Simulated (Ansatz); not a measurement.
**Barriers and T(E) in Si/Be**

Aim: where the metal's Fermi level sits in the semiconductor's gap in Si/Be, and what the stack passes. The semiconductor is Si diamond(111), undoped, with its far face capped by hydrogen, and the metal is Be hcp(0001) sqrt3 x sqrt3, in direct contact. After relaxation the nearest pair at the metal is Be–Si at 2.43 Å, at a slant. The common net has a side of 3.868 Å, which strains the semiconductor by +0.0 % and the metal by -1.2 %, against typed lattice constants near PBE's. The first steps treat the bulk crystals alone.

Main program and level: Ansatz 0.2.0; PBE DFT, plane waves, PAW files, in the first sound run; inputs show where later runs differ.

**1. The structure**

Symmetry: Fd-3m, No. 227, cubic system. Conventional cell: a = 5.470 Å, b = 5.470 Å, c = 5.470 Å, α = 90.00°, β = 90.00°, γ = 90.00°. Nearest to Si lie 4 Si at 2.37 Å.

**2. Layer spacing of the electrode, electrode Si diamond(111), k-mesh 12×12×3**

The electrode is held to the junction's net and relaxed along the normal; its spacing is used for the ideal lead layers.

Contents of input.yaml:

```yaml
crystal:
  lattice:
    - [3.868, 0.0, 0.0]
    - [-1.934, 3.3497862618, 0.0]
    - [0.0, 0.0, 9.474102032]
  atoms:
    - { symbol: Si, position: [0.0, 0.0, 0.0] }
    - { symbol: Si, position: [0.0, 0.0, 0.25] }
    - { symbol: Si, position: [0.3333333333, 0.6666666667, 0.3333333333] }
    - { symbol: Si, position: [0.3333333333, 0.6666666667, 0.5833333333] }
    - { symbol: Si, position: [0.6666666667, 0.3333333333, 0.6666666667] }
    - { symbol: Si, position: [0.6666666667, 0.3333333333, 0.9166666667] }
kpoints:
  mp_grid: { grid: [12, 12, 3] }
scf:
  occupations: { method: fermi_dirac, width: 0.1 }
  max_iter: 150
hamiltonian:
  xc: pbe
relax:
  f_tol: 0.01
  max_steps: 40
  cell: { fix: [a, b, angles] }
```

Run with:

```console
$ ansatz run input.yaml --threads 8 --pin off --max-ram 24576MiB --backend cpu --events-out ev --progress --plain --runs-dir out
```

Numbers of over 12 decimals in the logs are rounded to 6 here.

Output:

```text
Engine: ansatz 0.2.0, aarch64-unknown-linux-gnu
Pseudopotentials: kind: paw
Pseudopotential: Si, paw, valence charge 4, recommended cutoff 420 eV (normal), Si.paw.azcp
Functional definition: PBE
  parameter kappa = 0.804
  parameter beta = 0.066725
  exchange = pbe_x(kappa = kappa, mu = beta*pi^2/3)
  correlation = pbe_c(beta = beta)
Crystal: 6 atoms, lattice volume = 122.756 Å³
Basis set: ecut = 420 eV, 2431 PW (Γ), exchange–correlation on 54×54×128 points (8 copies of the dense FFT grid, shifted against one another)
Bands: 18, of which v1, the nominal top of the filled ones, is band 12 counted from 1 (11 counted from 0)
Symmetry: 36 space group operations
Space group: R-3m (ITA 166), of the structure as read, at distance tolerance 5.0e-5 Å
k-points: 50 of 432
Non-local potential: Si, projectors of the file, l = 0: 2, l = 1: 2, l = 2: 2
PAW form: soft (Blöchl's): semilocal exchange-correlation on the pseudo side does not see the compensation charge
PAW one-centre angular grid: Si, 110 points (default); XC on 64 Gauss nodes
Initial density: superposition of atomic densities (neutral atoms: chi_scale 0, normalization atom), corrected by the library's trained network
Initial wavefunctions: pseudopotential atomic-orbital guess
Functional: x = pbe(κ = 0.804, μ = 0.219515), c = pbe(β = 0.066725)
SCF iter   1: F=—  HF=-3814.860064 eV  |F-HF|=—  |Δ(HF+E_count)|=         —  Δρ=1.29e-3  dr2=1.36e-3  ethr=1.77e-3  ⟨swp⟩=6.6  Hψ=5602  notcnv=0
preconditioner: auto → Resta (q_TF=auto, 2.079 Å⁻¹)  ε∞=5.4  [insulator: Δε(μ)=0.737 eV  Ē_g=7.830 eV  σ=0.100 eV  W_gap=0.95  n_scr=24 (ndim 8)  ℏωp=16.4 eV  f_vac=0.000  D(μ)=0.04/eV (n_scr^D=0)  ε∞_Penn≈5.4]
SCF iter   2: F=—  HF=-3814.861012 eV  |F-HF|=—  |Δ(HF+E_count)|=   9.48e-4  Δρ=6.96e-4  dr2=4.14e-4  ethr=5.68e-6  ⟨swp⟩=2.3  Hψ=1814  notcnv=0
SCF iter   3: F=—  HF=-3814.861168 eV  |F-HF|=—  |Δ(HF+E_count)|=   1.56e-4  Δρ=8.37e-5  dr2=1.12e-5  ethr=1.73e-6  ⟨swp⟩=2.0  Hψ=1500  notcnv=0
SCF iter   4: F=—  HF=-3814.861179 eV  |F-HF|=—  |Δ(HF+E_count)|=   1.05e-5  Δρ=2.15e-5  dr2=9.43e-7  ethr=4.66e-8  ⟨swp⟩=2.0  Hψ=1500  notcnv=0
iter 5 did not close the SCF: its close was put off for the readings that it lacked (scf_convergence_deferred on its scf_iter line)
SCF iter   5: F=-3814.861179 eV  HF=-3814.861179 eV  |F-HF|=2.62e-8  |Δ(HF+E_count)|=   9.27e-7  Δρ=4.84e-6  dr2=1.59e-8  ethr=3.93e-9  ⟨swp⟩=2.0  Hψ=1496  notcnv=0
SCF iter   6: F=-3814.861179 eV  HF=-3814.861179 eV  |F-HF|=8.64e-11  |Δ(HF+E_count)|=   3.07e-8  Δρ=1.61e-6  dr2=2.12e-9  ethr=6.62e-11  ⟨swp⟩=2.1  Hψ=3021  notcnv=0
SCF 1 converged in 6 iterations: F = -3814.861179 eV  dr2 = 2.12e-9
  greatest PAW one-centre occupation: 0.633 electrons in one spin orbital (limit 2), on the Si atom at site 5 (counted from 0), in its partial waves of l = 0
relax step   1: F+E_penalty+E_count = -3814.86117947 eV  Δ(F+E_penalty+E_count) = +0.000e0 eV  max|allowed force component| = 7.205e-4 eV/Å  Δτ_max = 0.0000 Å  P = +0.003 GPa  Ω = 122.756 Å³  fix = [a, b, alpha, beta, gamma]  reactions: a +0.005, b +0.005 GPa  (6 SCF iters, dr2 threshold 1.00e-7 eV, accepted)
Initial density: handed on by an earlier stage of this run
Initial wavefunctions: pseudopotential atomic-orbital guess (no wavefunctions were taken with the density)
iter 1 solved again at ethr=5.58e-8 eV; its pass at ethr=3.10e-3 eV (dr2=1.34e-5 eV) is discarded
SCF iter   1: F=—  HF=-3814.861178 eV  |F-HF|=—  |Δ(HF+E_count)|=         —  Δρ=1.44e-6  dr2=1.24e-9  ethr=5.58e-8  ⟨swp⟩=3.2  Hψ=8277  notcnv=0
eigensolver tolerance schedule: the retry pair's looser diagonalisation over-reported the residual by 10795.03 of it (diagonalisation noise at 0.24 of the residual, at the tolerance the schedule requests for it); recorded, not acted on — ethr = c·dr2/N_el stays at c = 1.0e-1
preconditioner: auto → Resta (q_TF=auto, 2.079 Å⁻¹)  ε∞=5.4  [insulator: Δε(μ)=0.739 eV  Ē_g=7.831 eV  σ=0.100 eV  W_gap=0.95  n_scr=24 (ndim 8)  ℏωp=16.4 eV  f_vac=0.000  D(μ)=0.04/eV (n_scr^D=0)  ε∞_Penn≈5.4]
SCF iter   2: F=—  HF=-3814.861179 eV  |F-HF|=—  |Δ(HF+E_count)|=   1.73e-6  Δρ=1.12e-6  dr2=1.09e-9  ethr=5.17e-12  ⟨swp⟩=3.2  Hψ=2074  notcnv=0
SCF iter   3: F=—  HF=-3814.861179 eV  |F-HF|=—  |Δ(HF+E_count)|=  1.06e-10  Δρ=4.08e-7  dr2=1.47e-10  ethr=4.54e-12  ⟨swp⟩=2.0  Hψ=1247  notcnv=0
SCF iter   4: F=-3814.861179 eV  HF=-3814.861179 eV  |F-HF|=1.36e-12  |Δ(HF+E_count)|=  3.59e-11  Δρ=1.71e-8  dr2=1.73e-13  ethr=1.00e-12  ⟨swp⟩=4.0  Hψ=2907  notcnv=0
SCF 2 converged in 4 iterations: F = -3814.861179 eV  dr2 = 1.73e-13
relax step   2: F+E_penalty+E_count = -3814.86117947 eV  Δ(F+E_penalty+E_count) = -2.924e-10 eV  max|allowed force component| = 7.204e-4 eV/Å  Δτ_max = 0.0000 Å  P = +0.003 GPa  Ω = 122.756 Å³  fix = [a, b, alpha, beta, gamma]  reactions: a +0.005, b +0.005 GPa  stress off target by 1.20e-3 GPa on what of the cell is left free  SCF on the basis re-selected at this cell (its energy is not comparable with the rows above)  (4 SCF iters)
basis re-selected at this cell: Δ(F+E_penalty+E_count) = -2.924e-10 eV, ΔP = +0.000 GPa vs the last step (what re-selecting the basis moved, of the pressure what is left beyond the Pulay correction that the steps carried, after the strain that the cell walked since its last selection, with what the two solves' SCF thresholds leave and, on support functions, any second-order correction that the steps lacked; it is no  [...]
SCF converged after 4 iterations
Free energy (F): -3814.861179 eV
Harris-Foulkes:  -3814.861179 eV  (|F-HF|=1.36e-12)
Internal energy: -3814.858964 eV  (E = F + TS)
E sigma→0 (E₀):  -3814.860071 eV
Entropy (-TS):   -0.002216 eV (-0.369 meV/atom)
Fermi energy:    6.322458 eV
--- Per-component energies (eV) ---
  E_band       = 24.043848
  E_kinetic    = 240.400167
  E_local      = -168.417913  (includes V_loc(G=0)·N_el)
  E_nonlocal   = 155.251767
  E_hartree    = 45.515315
  E_xc         = -330.364243
  E_vxc        = -279.456073  (∫ρ·V_xc dr)
  E_paw        = -3076.584018  (= ΣΔE_a)
  E_vpaw       = -14.764767  (= ΣTr[D̂ρ^β])
  E_aug_tail   = 0.000038  (compensation charges beyond the density's cutoff)
  E_ewald      = -680.660077
  E_smearing   = -0.002216  (= −TS)
  E_closure    = 0.000000  (closes the sum)
  Σ components = -3814.861179   (vs F -3814.861179, Δ=0.00e0)
--- Forces (eV/Å), atoms counted from 1 ---
  atom   1  Si    -0.00000000     0.00000000    -0.00072036
  atom   2  Si     0.00000000    -0.00000000     0.00072036
  atom   3  Si     0.00000000     0.00000000    -0.00072036
  atom   4  Si     0.00000000    -0.00000000     0.00072036
  atom   5  Si    -0.00000000     0.00000000    -0.00072036
  atom   6  Si    -0.00000000    -0.00000000     0.00072036
  max |Σ_I F_I| component: 3.70e-17 eV/Å
--- Stress (GPa, compression-positive) ---
        0.004993      -0.000000       0.000000
        0.000000       0.004993       0.000000
        0.000000      -0.000000      -0.001198
  P = ⅓ Tr σ = 0.0029 GPa (0.029 kbar)
--- Relaxed structure (1 steps of the walk, 1 accepted, 1 SCFs on fresh bases) ---
  F+E_penalty+E_count = -3814.86117947 eV   max|allowed force component| = 7.204e-4 eV/Å   (the final SCF, on the basis selected at the relaxed cell)
  cell:  # Å, volume = 122.7557 Å³
    - [3.868000, 0.0, 0.0]
    - [-1.934000, 3.349786, 0.0]
    - [0.0, 0.0, 9.474102032]
  atoms:
    - { symbol: Si, position: [0.0, 0.0, 0.0] }
    - { symbol: Si, position: [0.0, 0.0, 0.250000] }
    - { symbol: Si, position: [0.333333, 0.666667, 0.333333] }
    - { symbol: Si, position: [0.333333, 0.666667, 0.583333] }
    - { symbol: Si, position: [0.666667, 0.333333, 0.666667] }
    - { symbol: Si, position: [0.666667, 0.333333, 0.916667] }
```

It took 1.5 s on 8 threads of Arm Neoverse V2, shared host; peak memory 0.51 GiB; 10 s of CPU time.

Little changed from the start: no atom moved by 0.005 Å and no cell edge by 0.1 %.

Numbers from this step:

| Property | Result |
| --- | --- |
| free energy | -3814.8612 eV |
| Fermi energy | 6.322 eV |
| pressure | 0.002930 GPa |

**3. The strained electrode, electrode Be hcp(0001) sqrt3 x sqrt3, k-mesh 12×12×9**

System of this step: Be. Symmetry: P6_3/mmc, No. 194, hexagonal system. Conventional cell: a = 2.233 Å, b = 2.233 Å, c = 3.600 Å, α = 90.00°, β = 90.00°, γ = 120.00°. Nearest to Be lie 12 Be at 2.21 to 2.23 Å.

The electrode is held to the junction's net and relaxed along the normal; its spacing is used for the ideal lead layers.

input.yaml, the sections that differ from step 2:

```yaml
crystal:
  lattice:
    - [3.868, 0.0, 0.0]
    - [-1.934, 3.3497862618, 0.0]
    - [0.0, 0.0, 3.5996442866]
  atoms:
    - { symbol: Be, position: [0.66666667, 0.33333333, 0.0] }
    - { symbol: Be, position: [0.0, 0.0, 0.0] }
    - { symbol: Be, position: [0.33333333, 0.66666667, 0.0] }
    - { symbol: Be, position: [0.0, 0.66666667, 0.5] }
    - { symbol: Be, position: [0.33333333, 0.33333333, 0.5] }
    - { symbol: Be, position: [0.66666667, 0.0, 0.5] }
kpoints:
  mp_grid: { grid: [12, 12, 9] }
# scf, hamiltonian, relax: as in step 2
```

Output:

```text
[...]
Crystal: 6 atoms, lattice volume = 46.640 Å³
Basis set: ecut = 420 eV, 901 PW (Γ), exchange–correlation on 54×54×50 points (8 copies of the dense FFT grid, shifted against one another)
Bands: 12, of which v1, the nominal top of the filled ones, is band 6 counted from 1 (5 counted from 0)
Symmetry: 72 space group operations
[...]
k-points: 95 of 1296
[...]
SCF iter   1: F=—  HF=-556.566258 eV  |F-HF|=—  |Δ(HF+E_count)|=         —  Δρ=1.48e-3  dr2=7.17e-4  ethr=1.77e-3  ⟨swp⟩=5.4  Hψ=6724  notcnv=0
[...]
SCF iter   6: F=-556.566163 eV  HF=-556.566163 eV  |F-HF|=1.14e-13  |Δ(HF+E_count)|=  1.71e-11  Δρ=2.59e-8  dr2=2.33e-13  ethr=1.00e-12  ⟨swp⟩=1.0  Hψ=2634  notcnv=0
SCF 1 converged in 6 iterations: F = -556.566163 eV  dr2 = 2.33e-13
[...]
relax step   1: F+E_penalty+E_count = -556.56616348 eV  Δ(F+E_penalty+E_count) = +0.000e0 eV  max|allowed force component| = 1.306e-16 eV/Å  Δτ_max = 0.0000 Å  P = +1.977 GPa  Ω = 46.640 Å³  fix = [a, b, alpha, beta, gamma]  reactions: a +4.783, b +4.783 GPa  (6 SCF iters, dr2 threshold 1.00e-7 eV, accepted)
Crystal: 6 atoms, lattice volume = 46.302 Å³
Basis set: ecut = 420 eV, 899 PW (Γ), exchange–correlation on 54×54×50 points (8 copies of the dense FFT grid, shifted against one another)
[...]
SCF iter   3: F=-556.570928 eV  HF=-556.570928 eV  |F-HF|=8.75e-10  |Δ(HF+E_count)|=   8.05e-6  Δρ=5.95e-6  dr2=6.01e-9  ethr=5.00e-9  ⟨swp⟩=3.0  Hψ=3799  notcnv=0
SCF 2 converged in 3 iterations: F = -556.570928 eV  dr2 = 6.01e-9
[...]
relax step   2: F+E_penalty+E_count = -556.57092798 eV  Δ(F+E_penalty+E_count) = -4.764e-3 eV  max|allowed force component| = 2.035e-16 eV/Å  Δτ_max = 0.0000 Å  P = +2.979 GPa  Ω = 46.302 Å³  energy of the carried Pulay correction = +9.304e-5 eV  fix = [a, b, alpha, beta, gamma]  reactions: a +4.856, b +4.856 GPa  (3 SCF iters, dr2 threshold 6.00e-7 eV, accepted)
Crystal: 6 atoms, lattice volume = 46.211 Å³
[...]
SCF iter   3: F=-556.571170 eV  HF=-556.571170 eV  |F-HF|=6.30e-11  |Δ(HF+E_count)|=   6.07e-7  Δρ=1.56e-6  dr2=3.65e-10  ethr=5.00e-9  ⟨swp⟩=3.0  Hψ=2692  notcnv=0
SCF 3 converged in 3 iterations: F = -556.571170 eV  dr2 = 3.65e-10
[...]
relax step   3: F+E_penalty+E_count = -556.57116964 eV  Δ(F+E_penalty+E_count) = -2.417e-4 eV  max|allowed force component| = 3.012e-16 eV/Å  Δτ_max = 0.0000 Å  P = +3.259 GPa  Ω = 46.211 Å³  energy of the carried Pulay correction = +1.184e-4 eV  fix = [a, b, alpha, beta, gamma]  reactions: a +4.880, b +4.880 GPa  (3 SCF iters, dr2 threshold 6.00e-7 eV, accepted)
Basis set: ecut = 420 eV, 899 PW (Γ), exchange–correlation on 54×54×48 points (8 copies of the dense FFT grid, shifted against one another)
[...]
SCF iter   4: F=-556.571062 eV  HF=-556.571062 eV  |F-HF|=6.82e-13  |Δ(HF+E_count)|=   2.20e-9  Δρ=7.38e-8  dr2=1.10e-12  ethr=1.00e-12  ⟨swp⟩=2.0  Hψ=3827  notcnv=0
SCF 4 converged in 4 iterations: F = -556.571062 eV  dr2 = 1.10e-12
relax step   4: F+E_penalty+E_count = -556.57106216 eV  Δ(F+E_penalty+E_count) = +1.075e-4 eV  max|allowed force component| = 2.673e-16 eV/Å  Δτ_max = 0.0000 Å  P = +3.255 GPa  Ω = 46.211 Å³  fix = [a, b, alpha, beta, gamma]  reactions: a +4.878, b +4.878 GPa  stress off target by 9.55e-3 GPa on what of the cell is left free  SCF on the basis re-selected at this cell (its energy is not comparable with the rows above)  (4 SCF iters)
basis re-selected at this cell: Δ(F+E_penalty+E_count) = +1.075e-4 eV, ΔP = -0.004 GPa vs the last step (what re-selecting the basis moved, of the pressure what is left beyond the Pulay correction that the steps carried, after the strain that the cell walked since its last selection, with what the two solves' SCF thresholds leave and, on support functions, any second-order correction that the steps lacked; it is no measure of the basis error at this ecutwfc). The dense FFT grid was sized anew with the basis: this SCF ran on 27×27×24 points, the steps before it on 27×27×25, so part of this shift can come from that change (see relax.cell in the input reference). [rest of the remark cut]
SCF converged after 4 iterations
Free energy (F): -556.571062 eV
[...]
Internal energy: -556.559542 eV  (E = F + TS)
E sigma→0 (E₀):  -556.565302 eV
Entropy (-TS):   -0.011521 eV (-1.920 meV/atom)
Fermi energy:    8.437521 eV
[...]
--- Stress (GPa, compression-positive) ---
        4.877520       0.000000      -0.000000
        0.000000       4.877520       0.000000
       -0.000000       0.000000       0.009546
  P = ⅓ Tr σ = 3.2549 GPa (32.549 kbar)
--- Relaxed structure (3 steps of the walk, 3 accepted, 1 SCFs on fresh bases) ---
[...]
cell:  # Å, volume = 46.2109 Å³
    - [3.868000, 0, 0]
    - [-1.934000, 3.349786, 0]
    - [0, 0, 3.566486]
  atoms:
    - { symbol: Be, position: [0.666667, 0.333333, 0] }
    - { symbol: Be, position: [0, 0, 0] }
    - { symbol: Be, position: [0.333333, 0.666667, 0] }
    - { symbol: Be, position: [-5.551115123125783e-17, 0.666667, 0.5] }
    - { symbol: Be, position: [0.333333, 0.333333, 0.5] }
    - { symbol: Be, position: [0.666667, 0, 0.5] }
```

It took 1.3 s on 8 threads; peak memory 0.37 GiB; 8.3 s of CPU time.

Step by step:

| step | energy less that of the first step (eV) | largest force component (eV/Å) | pressure (GPa) | volume (Å³) |
| --- | --- | --- | --- | --- |
| 1 | 0.0000 | 0.0000 | 1.98 | 46.64 |
| 2 | -0.0048 | 0.0000 | 2.98 | 46.30 |
| 3 | -0.0050 | 0.0000 | 3.26 | 46.21 |
| 4* | -0.0049 | 0.0000 | 3.25 | 46.21 |

Relaxation steps marked * repeat the geometry before them on a plane-wave basis chosen anew for their cell, so energy and pressure can jump there.

The run keeps the 72 symmetry operations that it works with, so distortions that break them were not tested.

| cell as run | before | after | change |
| --- | --- | --- | --- |
| a (Å) | 3.868 | 3.868 | -0.0 % |
| b (Å) | 3.868 | 3.868 | -0.0 % |
| c (Å) | 3.600 | 3.566 | -0.9 % |
| volume (Å³/atom) | 7.77 | 7.70 | -0.9 % |

The relaxed structure:

```xyz
6
Lattice="3.8680 0.0000 0.0000 -1.9340 3.3498 0.0000 0.0000 0.0000 3.5665" Properties=species:S:1:pos:R:3 pbc="T T T"
Be    1.9340    1.1166    0.0000
Be    0.0000    0.0000    0.0000
Be    0.0000    2.2332    0.0000
Be   -1.2893    2.2332    1.7832
Be    0.6447    1.1166    1.7832
Be    2.5787    0.0000    1.7832
```

Numbers from this step:

| Item | Value |
| --- | --- |
| free energy | -556.5711 eV |
| Fermi energy | 8.438 eV |
| pressure | 3.255 GPa |

The cell shrank by 0.9 % in volume.

(Continued in part 2 of 5.)

[Logs are printed without paths, hosts, clocks, repeated set-up lines and the standing remarks that a program may print on its own settings, such as how far it seeks lower states.]

[Hosts, paths, dates, database ids (printed as entryN), source tags and the programs' standing remarks are cut or masked in the printed files.]
